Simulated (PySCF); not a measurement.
Write an ASE script for PySCF 2.14.0 that does the following.

```
Task                                       : atomic charges
Functional                                 : r2SCAN0
Potentials or basis                        : pob-tzvp-rev2 (all-electron)
k mesh                                     : 2 × 2 × 2
Occupations                                : fixed
Spin                                       : no spin polarisation
Exponents discarded below (exp_to_discard) : 0.1 1/bohr^2
conv_tol                                   : 1e-07 Ha
max_cycle                                  : 60
exxdiv                                     : ewald
Relativity                                 : none
Coulomb method                             : Gaussian density fitting (GDF)
Three-centre integrals                     : read from an earlier run's file
```

The structure of ZnS lies in ZnS.cif:

```cif
data_ZnS
_cell_length_a 5.40400000
_cell_length_b 5.40400000
_cell_length_c 5.40400000
_cell_angle_alpha 90.00000000
_cell_angle_beta 90.00000000
_cell_angle_gamma 90.00000000
_space_group_name_H-M_alt 'F-43m'
_space_group_name_Hall 'F -4 2 3'
_space_group_IT_number 216
loop_
_space_group_symop_operation_xyz
'x,y,z'
'y,-x,-z'
'-x,-y,z'
'-y,x,-z'
'x,-y,-z'
'y,x,z'
'-x,y,-z'
'-y,-x,z'
'z,x,y'
'-z,y,-x'
'z,-x,-y'
'-z,-y,x'
'-z,x,-y'
'z,y,x'
'-z,-x,y'
'z,-y,-x'
'y,z,x'
'-x,-z,y'
'-y,z,-x'
'x,-z,-y'
'-y,-z,x'
'x,z,y'
'y,-z,-x'
'-x,z,-y'
'x,y+1/2,z+1/2'
'y,-x+1/2,-z+1/2'
'-x,-y+1/2,z+1/2'
'-y,x+1/2,-z+1/2'
'x,-y+1/2,-z+1/2'
'y,x+1/2,z+1/2'
'-x,y+1/2,-z+1/2'
'-y,-x+1/2,z+1/2'
'z,x+1/2,y+1/2'
'-z,y+1/2,-x+1/2'
'z,-x+1/2,-y+1/2'
'-z,-y+1/2,x+1/2'
'-z,x+1/2,-y+1/2'
'z,y+1/2,x+1/2'
'-z,-x+1/2,y+1/2'
'z,-y+1/2,-x+1/2'
'y,z+1/2,x+1/2'
'-x,-z+1/2,y+1/2'
'-y,z+1/2,-x+1/2'
'x,-z+1/2,-y+1/2'
'-y,-z+1/2,x+1/2'
'x,z+1/2,y+1/2'
'y,-z+1/2,-x+1/2'
'-x,z+1/2,-y+1/2'
'x+1/2,y,z+1/2'
'y+1/2,-x,-z+1/2'
'-x+1/2,-y,z+1/2'
'-y+1/2,x,-z+1/2'
'x+1/2,-y,-z+1/2'
'y+1/2,x,z+1/2'
'-x+1/2,y,-z+1/2'
'-y+1/2,-x,z+1/2'
'z+1/2,x,y+1/2'
'-z+1/2,y,-x+1/2'
'z+1/2,-x,-y+1/2'
'-z+1/2,-y,x+1/2'
'-z+1/2,x,-y+1/2'
'z+1/2,y,x+1/2'
'-z+1/2,-x,y+1/2'
'z+1/2,-y,-x+1/2'
'y+1/2,z,x+1/2'
'-x+1/2,-z,y+1/2'
'-y+1/2,z,-x+1/2'
'x+1/2,-z,-y+1/2'
'-y+1/2,-z,x+1/2'
'x+1/2,z,y+1/2'
'y+1/2,-z,-x+1/2'
'-x+1/2,z,-y+1/2'
'x+1/2,y+1/2,z'
'y+1/2,-x+1/2,-z'
'-x+1/2,-y+1/2,z'
'-y+1/2,x+1/2,-z'
'x+1/2,-y+1/2,-z'
'y+1/2,x+1/2,z'
'-x+1/2,y+1/2,-z'
'-y+1/2,-x+1/2,z'
'z+1/2,x+1/2,y'
'-z+1/2,y+1/2,-x'
'z+1/2,-x+1/2,-y'
'-z+1/2,-y+1/2,x'
'-z+1/2,x+1/2,-y'
'z+1/2,y+1/2,x'
'-z+1/2,-x+1/2,y'
'z+1/2,-y+1/2,-x'
'y+1/2,z+1/2,x'
'-x+1/2,-z+1/2,y'
'-y+1/2,z+1/2,-x'
'x+1/2,-z+1/2,-y'
'-y+1/2,-z+1/2,x'
'x+1/2,z+1/2,y'
'y+1/2,-z+1/2,-x'
'-x+1/2,z+1/2,-y'
loop_
_atom_site_label
_atom_site_type_symbol
_atom_site_symmetry_multiplicity
_atom_site_Wyckoff_symbol
_atom_site_fract_x
_atom_site_fract_y
_atom_site_fract_z
_atom_site_occupancy
Zn1 Zn 4 c 0.2500000000 0.2500000000 0.2500000000 1
S1 S 4 a 0.0000000000 0.0000000000 0.0000000000 1
```

The input as run:

run.py

```python
import json
import numpy as np
from pyscf.pbc import gto, scf, dft, df
from pyscf.pbc.tools import pyscf_ase
import spglib
from ase import Atoms
from ase.io import read

conv = read('ZnS.cif')
a, x, z = spglib.find_primitive((conv.cell[:], conv.get_scaled_positions(), conv.numbers), symprec=1e-4)
atoms = Atoms(z, cell=a, scaled_positions=x, pbc=True)
cell = pyscf_ase.cell_from_ase(atoms)
cell.basis = 'pob-tzvp-rev2'
cell.exp_to_discard = 0.1
cell.precision = 1e-08
cell.max_memory = 5040  # MB
cell.verbose = 4
cell.build()

res = {}
kpts = cell.make_kpts([2, 2, 2])
mf = dft.KRKS(cell, kpts, xc='HYB_MGGA_XC_R2SCAN0', exxdiv='ewald')
mf = mf.density_fit()
mf.with_df._cderi = 'cderi.h5'  # three-centre integrals saved by an earlier run on this cell, basis and mesh
mf.conv_tol = 1e-07
mf.max_cycle = 60

mf.kernel()
res.update(converged=bool(mf.converged), e_tot=mf.e_tot, nelec=cell.nelectron, nao=cell.nao, mesh=list(map(int, cell.mesh)), a=cell.lattice_vectors().tolist(), coords=cell.atom_coords().tolist(),
           mo_energy=[np.real(x).tolist() for x in mf.mo_energy], mo_occ=[np.real(x).tolist() for x in mf.mo_occ])
res.update(kpts=cell.get_scaled_kpts(kpts).tolist())
res['parts'] = {k: float(np.real(v)) for k, v in mf.scf_summary.items() if np.isscalar(v)}
json.dump(res, open('results.json', 'w'))
if not mf.converged:
    raise SystemExit('SCF not converged')

print('levels (eV)')
for i, kp in enumerate(res['kpts'][:40]):
    print('k %7.4f %7.4f %7.4f  ' % tuple(kp), ' '.join('%.3f' % (x * 27.211386) for x in res['mo_energy'][i][:28]))

# Mulliken populations
dm, s = np.asarray(mf.make_rdm1()), np.asarray(mf.get_ovlp())
sites = cell.aoslice_by_atom()[:, 2:]
tot = np.einsum('kij,kji->i', dm, s).real / len(kpts)
res['mulliken'] = [cell.atom_charge(i) - tot[a0:a1].sum() for i, (a0, a1) in enumerate(sites)]
print('Mulliken charges', np.round(res['mulliken'], 5))
res['meta_lowdin'] = mf.mulliken_meta()[1].tolist()
res['done'] = True
json.dump(res, open('results.json', 'w'))
```

Potentials or basis: pob-tzvp-rev2 (all-electron).

Command:

```sh
$ OMP_NUM_THREADS=4 python -u run.py > log
```

Results of the run:

- Band gap on the k mesh: 5.38 eV, direct
- Meta-löwdin charges: Zn +1.27; S -1.27 e

Caveat: the k mesh is coarse (spacing up to 1.01 Å⁻¹), so the values aren't converged, least of all with exact exchange; the default atom-centred grid shifts energies of crystals by up to some 10 meV an atom and pressures by some 0.5 GPa; on so small a mesh gaps with full-range exact exchange can be off by tenths of an eV to over 1 eV; population charges move with the basis; the basis of atomic orbitals isn't converged, which shifts pressures, moduli and gaps.

It took 3 min on 4 threads of Intel(R) Xeon(R) Processor @ 2.50GHz (Skylake/Cascade Lake) (shared host), peak memory 1.5 GiB.
